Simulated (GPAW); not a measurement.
# Pb (Fm-3m) in GPAW: further runs

One crystal, Pb, is run at these levels: LDA, SCAN, PBE; tasks: single point.

Everything below comes from runs of GPAW 26.7.0. Logs are shortened: lines on timing, memory, paths and dates and some standing lists are left out, and cuts for length are marked. The log counts tension as positive stress, the text compression.

### Step 1. Starting point

It takes space group Fm-3m (No. 225, cubic). Conventional cell: a = 4.950 Å, b = 4.950 Å, c = 4.950 Å, α = 90.00°, β = 90.00°, γ = 90.00°. Pb (site symmetry m-3m) is surrounded by 12 Pb at 3.50 Å.

### Step 2. Single point, LDA

The input, run.py:

```python
from ase.dft.bandgap import bandgap
from ase.io import read, write
from ase.units import GPa
from gpaw import GPAW, PW

atoms = read('Pb.xyz')

calc = GPAW(mode=PW(450),
            xc='LDA',
            kpts={'size': (8, 8, 8), 'gamma': True},
            occupations={'name': 'fermi-dirac', 'width': 0.01},
            nbands=14,
            convergence={'density': 1e-05, 'energy': 1e-05},
            maxiter=150,
            txt='gpaw.txt')
atoms.calc = calc
energy = atoms.get_potential_energy()
forces = atoms.get_forces()
stress = atoms.get_stress()
calc.write('gs.gpw')
write('result.traj', atoms)
print(f'Energy: {energy:.6f} eV')
print('Forces (eV/A):')
print(forces.round(4))
print('Stress (GPa):', (stress / GPa).round(3))
print('Fermi level:', round(calc.get_fermi_level(), 4), 'eV')
print(f'Gap: {bandgap(calc)[0]:.4f} eV, direct: {bandgap(calc, direct=True)[0]:.4f} eV')
```

The input, Pb.xyz:

```xyz
1
Lattice="0.0000000000 2.4750200000 2.4750200000 2.4750200000 0.0000000000 2.4750200000 2.4750200000 2.4750200000 0.0000000000" Properties=species:S:1:pos:R:3 pbc="T T T"
Pb     0.0000000000      0.0000000000      0.0000000000
```

Potentials or basis: the program's PAW data sets (release 1.2.1) made for this functional, pw.

Started as:

```sh
$ OMP_NUM_THREADS=1 python run.py
```

gpaw.txt:

```text
__  _  _
 | _ |_)|_||  |
 |__||  | ||/\| - 26.7.0

Input parameters:
  mode=PW(ecut=450.00000000000006),
  convergence={'density': 1e-05, 'energy': 1e-05},
  kpts=MonkhorstPack(size=(8, 8, 8), gamma=True),
  maxiter=150,
  nbands=14,
  occupations=Occupations(name='fermi-dirac', width=0.01),
  xc=XC(name='LDA')

Diagonalizing LCAO Hamiltonian
Converting LCAO to pw mode

       Pb

Atoms  # Å, Bohr magnetons
|   | symbol |        x |        y |        z |    initial magnetic moments |
|---|--------|----------|----------|----------|-----------------------------|
| 0 |     Pb | 0.000000 | 0.000000 | 0.000000 | ( 0.0000,  0.0000,  0.0000) |

Unit cell  # Å
| periodic |        x |        y |        z |  lengths |    angles |
|----------|----------|----------|----------|----------|-----------|
|      yes | 0.000000 | 2.475020 | 2.475020 | 3.500207 | 60.000000 |
|      yes | 2.475020 | 0.000000 | 2.475020 | 3.500207 | 60.000000 |
|      yes | 2.475020 | 2.475020 | 0.000000 | 3.500207 | 60.000000 |

Number of symmetries: 48
Symmetry operations  # r_c * U_cc + t_c -> r_c
|    | kind |            matrix            |
|----|------|------------------------------|
|  0 |  σ   |  1, 0, 0,  1, 0,-1,  1,-1, 0 |
|  1 |  C2  |  1, 0, 0,  1,-1, 0,  1, 0,-1 |
|  2 |  E   |  1, 0, 0,  0, 1, 0,  0, 0, 1 |
|  3 |  σ   |  1, 0, 0,  0, 0, 1,  0, 1, 0 |
|  4 |  C4  |  1, 0,-1,  1, 0, 0,  1,-1, 0 |
|  5 |  S6  |  1, 0,-1,  1,-1, 0,  1, 0, 0 |
|  6 |  σ   |  1, 0,-1,  0, 1,-1,  0, 0,-1 |
|  7 |  C3  |  1, 0,-1,  0, 0,-1,  0, 1,-1 |
|  8 |  S6  |  1,-1, 0,  1, 0, 0,  1, 0,-1 |
|  9 |  C4  |  1,-1, 0,  1, 0,-1,  1, 0, 0 |
| 10 |  C3  |  1,-1, 0,  0,-1, 1,  0,-1, 0 |
| 11 |  σ   |  1,-1, 0,  0,-1, 0,  0,-1, 1 |
| 12 |  σ   |  0, 1, 0,  1, 0, 0,  0, 0, 1 |
| 13 |  C4  |  0, 1, 0,  0, 1,-1, -1, 1, 0 |
| 14 |  C3  |  0, 1, 0,  0, 0, 1,  1, 0, 0 |
| 15 |  S6  |  0, 1, 0, -1, 1, 0,  0, 1,-1 |
| 16 |  C2  |  0, 1,-1,  1, 0,-1,  0, 0,-1 |
| 17 |  σ   |  0, 1,-1,  0, 1, 0, -1, 1, 0 |
| 18 |  S4  |  0, 1,-1,  0, 0,-1,  1, 0,-1 |
| 19 |  C4  |  0, 1,-1, -1, 1, 0,  0, 1, 0 |
| 20 |  C3  |  0, 0, 1,  1, 0, 0,  0, 1, 0 |
| 21 |  σ   |  0, 0, 1,  0, 1, 0,  1, 0, 0 |
| 22 |  S6  |  0, 0, 1,  0,-1, 1, -1, 0, 1 |
| 23 |  C4  |  0, 0, 1, -1, 0, 1,  0,-1, 1 |
| 24 |  S4  |  0, 0,-1,  1, 0,-1,  0, 1,-1 |
| 25 |  C3  |  0, 0,-1,  0, 1,-1,  1, 0,-1 |
| 26 |  C2  |  0, 0,-1,  0,-1, 0, -1, 0, 0 |
| 27 |  S6  |  0, 0,-1, -1, 0, 0,  0,-1, 0 |
| 28 |  S4  |  0,-1, 1,  1,-1, 0,  0,-1, 0 |
| 29 |  C4  |  0,-1, 1,  0, 0, 1, -1, 0, 1 |
| 30 |  C2  |  0,-1, 1,  0,-1, 0,  1,-1, 0 |
| 31 |  σ   |  0,-1, 1, -1, 0, 1,  0, 0, 1 |
| 32 |  C3  |  0,-1, 0,  1,-1, 0,  0,-1, 1 |
| 33 |  S6  |  0,-1, 0,  0, 0,-1, -1, 0, 0 |
| 34 |  S4  |  0,-1, 0,  0,-1, 1,  1,-1, 0 |
| 35 |  C2  |  0,-1, 0, -1, 0, 0,  0, 0,-1 |
| 36 |  C2  | -1, 1, 0,  0, 1, 0,  0, 1,-1 |
| 37 |  S6  | -1, 1, 0,  0, 1,-1,  0, 1, 0 |
| 38 |  S4  | -1, 1, 0, -1, 0, 1, -1, 0, 0 |
| 39 |  C3  | -1, 1, 0, -1, 0, 0, -1, 0, 1 |
| 40 |  S6  | -1, 0, 1,  0, 0, 1,  0,-1, 1 |
| 41 |  C2  | -1, 0, 1,  0,-1, 1,  0, 0, 1 |
| 42 |  C3  | -1, 0, 1, -1, 1, 0, -1, 0, 0 |
| 43 |  S4  | -1, 0, 1, -1, 0, 0, -1, 1, 0 |
| 44 |  C2  | -1, 0, 0,  0, 0,-1,  0,-1, 0 |
| 45 |  i   | -1, 0, 0,  0,-1, 0,  0, 0,-1 |
| 46 |  σ   | -1, 0, 0, -1, 1, 0, -1, 0, 1 |
| 47 |  C2  | -1, 0, 0, -1, 0, 1, -1, 1, 0 |

BZ-sampling:
  Number of BZ points: 512
  Number of IBZ points: 29

  Monkhorst-Pack size: [8, 8, 8]
  Monkhorst-Pack shift: [0.0625, 0.0625, 0.0625]

K-points  # in reciprocal-cell coordinates
|     |                                coordinates |     weight |
|-----|--------------------------------------------|------------|
|   0 | (  0.00000000,   0.00000000,   0.00000000) | 0.00195312 |
|   1 | (  0.12500000,   0.12500000,   0.00000000) | 0.01171875 |
|   2 | (  0.12500000,   0.12500000,   0.12500000) | 0.01562500 |
|   3 | (  0.25000000,   0.12500000,   0.12500000) | 0.02343750 |
|   4 | (  0.25000000,   0.25000000,   0.00000000) | 0.01171875 |
|   5 | (  0.25000000,   0.25000000,   0.12500000) | 0.04687500 |
|   6 | (  0.25000000,   0.25000000,   0.25000000) | 0.01562500 |
|   7 | (  0.37500000,   0.25000000,  -0.37500000) | 0.04687500 |
|   8 | (  0.37500000,   0.25000000,   0.12500000) | 0.04687500 |
|   9 | (  0.37500000,   0.25000000,   0.25000000) | 0.04687500 |
| ... |                                            |            |
|  28 | (  0.50000000,   0.50000000,   0.50000000) | 0.00781250 |

Plane wave coefficients: 684
Cutoff: 450.00000000000006 eV

Spin-components: 1 (collinear spins)
Bands:           14
Projectors:      6
Spin-degeneracy: 2
Datatype:        complex128

Density:
  Valence electrons: 14.0
  Components: 1
  Grid points: [18 18 18]
  Charge: 0.0  # |e|

Potential:
  Grid points: [18 18 18]

species:
  Pb:
    name:    Lead
    Z:       82.0
    valence: 14
    core:    68
    charge:  0.0  # [|e|]
    compensation charges:
      type: gauss
      rc: 0.38  # [Å]
      lmax: 2
    cutoffs:
      filter: 2.36  # [Å]
      core: 2.43  # [Å]
    projectors
    | kind |    occ | energy [eV] | rcut [Å] |
    |------|--------|-------------|----------|
    |   6s |  2.000 |     -12.249 |    1.259 |
    |   6p |  2.000 |      -3.713 |    1.275 |
    |   5d | 10.000 |     -21.326 |    1.217 |
    |    s |        |      14.962 |    1.259 |
    |    p |        |      23.498 |    1.275 |
    |    d |        |       5.885 |    1.217 |

    Using partial waves for Pb as LCAO basis

Reference energy: -566970.933631  # eV

eigensolver:
  PPCG
  Converge bands: occupied
  niter=2

density mixing:
  MSR1-Mixer
  Pratt-step length: 0.05
  Maximum mixing coefficient: 0.75
  Old densities: 10
  SVD Regularization: 0.005
  Good broyden scale: 1.0
  Trust region scale: 1.0
  Backstep threshold: 4.0
  History deletion threshold: 6.0
  Fourier metric: weight=20.0, sigma=0.015

occupation numbers:
  Fermi-Dirac:
    width: 0.0100  # eV

poisson solver:
  ecut: 3600.0000000000005  # eV

xc functional:
  name: None

convergence criteria:
- Maximum integral of absolute [dens]ity change: 1e-05 electrons / valence electron
- Maximum [total energy] change in last 3 cyles: 1e-05 eV / valence electron
- Maximum integral of absolute [eigenst]ate change: 4e-08 eV^2 / valence electron
maximum number of iterations: 150

SCF iterations
|iter     | |      energy | eigst |  dens |
|---------|-|-------------|-------|-------|
|iter:   1| |   -4.527951 | -0.34 |       |
|iter:   2| |   -4.526757 | -2.42 | -1.80 |
|iter:   3| |   -4.510639 | -2.62 | -1.83 |
|iter:   4| |   -4.510213 | -4.28 | -2.37 |
|iter:   5| |   -4.510199 | -5.03 | -2.79 |
|iter:   6| |   -4.510202c| -6.54 | -4.00 |
|iter:   7| |   -4.510202c| -6.97 | -4.43 |
|iter:   8| |   -4.510202c| -8.16c| -5.04c|

Converged in 8 steps
Energy contributions relative to reference atoms: (reference = -566970.933631)

Energy contributions:
  Kinetic:           6.355277
  Coulomb:          -6.579843
  Zero:              0.031217
  External:          0.000000
  Xc:               -4.316771
  Entropy:          -0.000162
  Spinorbit:         0.000000
  ----------------------------
  Free energy:      -4.510284
  Extrapolated:     -4.510202

dipole moment: (-21.009787, -21.009787, -21.009787)  # |e|*Ang

Fermi level: 7.102
Eigenvalues  # (at kpt = [0.000, 0.000, 0.000])
| band index |      eig [eV] | occ [0-2] |
|------------|---------------|-----------|
|          0 |        -9.695 |     2.000 |
|          1 |        -9.695 |     2.000 |
|          2 |        -9.695 |     2.000 |
|          3 |        -9.553 |     2.000 |
|          4 |        -9.553 |     2.000 |
|          5 |        -4.481 |     2.000 |
|          6 |        14.562 |     0.000 |
|          7 |        14.562 |     0.000 |
|          8 |        14.562 |     0.000 |
|          9 |        17.178 |     0.000 |
|         10 |        18.737 |     0.000 |
|         11 |        19.787 |     0.000 |
|         12 |        19.787 |     0.000 |
|         13 |        19.787 |     0.000 |

No gap
No difference between direct/indirect transitions

Forces  # eV/Ang
|        x |       y |       z |
|----------|---------|---------|
| -0.00000 | 0.00000 | 0.00000 |  # Pb   0

Stress tensor  # eV/Ang^3
|        x |         y |         z |
|----------|-----------|-----------|
| 0.019558 |  0.000000 |  0.000000 |
| 0.000000 |  0.019558 | -0.000000 |
| 0.000000 | -0.000000 |  0.019558 |

# Writing to gs.gpw (mode='')
```

Wall time 10 s (1 thread of Arm Neoverse N1, shared host); peak memory 0.13 GiB.

What came out:

| Property | Result |
| --- | --- |
| Free energy | -4.5103 eV |
| Pressure | -3.1 GPa |
| Band gap on the k mesh | none (metal or under the smearing width) |

Caveat: the cutoff is short for stress and forces, so pressures can be off by a GPa or more. Spin-orbit coupling is left out, which matters for the levels of Pb.

### Step 3. Single point, SCAN

Changes to run.py since step 2:

```diff
@@ -1,3 +1,4 @@
+from ase import Atoms
 from ase.dft.bandgap import bandgap
-from ase.io import read, write
+from ase.io import write
 from ase.units import GPa
@@ -5,6 +6,11 @@
 
-atoms = read('Pb.xyz')
+atoms = Atoms(['Pb'],
+              cell=[[0.0, 2.47502, 2.47502],
+                    [2.47502, 0.0, 2.47502],
+                    [2.47502, 2.47502, 0.0]],
+              scaled_positions=[[0.0, 0.0, 0.0]],
+              pbc=True)
 
-calc = GPAW(mode=PW(450),
-            xc='LDA',
+calc = GPAW(mode=PW(500),
+            xc='MGGA_X_SCAN+MGGA_C_SCAN',
             kpts={'size': (8, 8, 8), 'gamma': True},
```

Potentials or basis: GPAW PAW data sets (gpaw-data 1.2.1), pw.

Started as:

```sh
$ OMP_NUM_THREADS=1 python run.py
```

Run time: 20 s. Hardware: 1 thread of Arm Neoverse V2, shared host; peak memory 0.24 GiB.

The run converged. Its results:

| Property | Result |
| --- | --- |
| Free energy | -44.6773 eV |
| Pressure | 0.3 GPa |
| Band gap on the k mesh | none (metal or under the smearing width) |

Levels at points of the mesh, in eV from the Fermi level:
| k point | band 3 | band 4 | band 5 | band 6 | band 7 | band 8 | band 9 | band 10 |
| --- | --- | --- | --- | --- | --- | --- | --- | --- |
| (0.00, 0.00, 0.00) | -17.27 | -17.12 | -17.12 | -12.17 | 7.60 | 7.60 | 7.60 | 11.00 |
| (0.50, 0.50, 0.00) | -16.98 | -16.93 | -16.93 | -6.92 | -3.28 | 2.19 | 2.19 | 6.39 |
| (0.50, 0.50, 0.50) | -17.26 | -16.97 | -16.97 | -8.39 | -4.18 | 5.74 | 5.74 | 10.48 |

Caveat: the cutoff is short for stress and forces, so pressures can be off by a GPa or more; the PAW data sets were made with another functional, which shifts forces and pressure a little.

### Step 4. Single point, PBE

Changes to run.py since step 3:

```diff
@@ -13,4 +13,4 @@
 
-calc = GPAW(mode=PW(500),
-            xc='MGGA_X_SCAN+MGGA_C_SCAN',
+calc = GPAW(mode=PW(450),
+            xc='PBE',
             kpts={'size': (8, 8, 8), 'gamma': True},
```

Started as:

```sh
$ OMP_NUM_THREADS=1 python run.py
```

It took 5.2 s on 1 thread of Arm Neoverse V2, shared host; peak memory 0.13 GiB.

Results (log left out):

| Property | Result |
| --- | --- |
| Free energy | -3.7984 eV |
| Pressure | 1.4 GPa |
| Band gap on the k mesh | none (metal or under the smearing width) |

Levels at points of the mesh, in eV from the Fermi level:
```
           k point  band 5  band 6  band 7  band 8  band 9  band 10
(0.00, 0.00, 0.00)  -16.80  -11.58    7.51    7.51    7.51     9.95
(0.50, 0.50, 0.00)  -16.63   -6.50   -3.17    2.15    2.15     5.52
(0.50, 0.50, 0.50)  -16.67   -7.93   -4.10    5.67    5.67     9.41
```

Caveat: the cutoff is short for stress and forces, so pressures can be off by a GPa or more.

### Step 5. Summary

| level | potentials or basis | cutoff (eV) | gap on the mesh (eV) | pressure (GPa) |
| --- | --- | --- | --- | --- |
| LDA | the program's PAW data sets (release 1.2.1) made for this functional, pw | 450 | none | -3.1 |
| SCAN | GPAW PAW data sets (gpaw-data 1.2.1), pw | 500 | none | 0.3 |
| PBE | GPAW PAW data sets (gpaw-data 1.2.1), pw | 450 | none | 1.4 |

Alike in all rows: task single point; no spin polarisation; cell as given; k mesh 8 × 8 × 8; smearing fermi-dirac 0.01 eV.

Caveats: the cutoff is short for stress and forces, so pressures can be off by a GPa or more; the PAW data sets were made with another functional, which shifts forces and pressure a little (some runs).

Absolute energies hang on the potentials; compare differences alone.
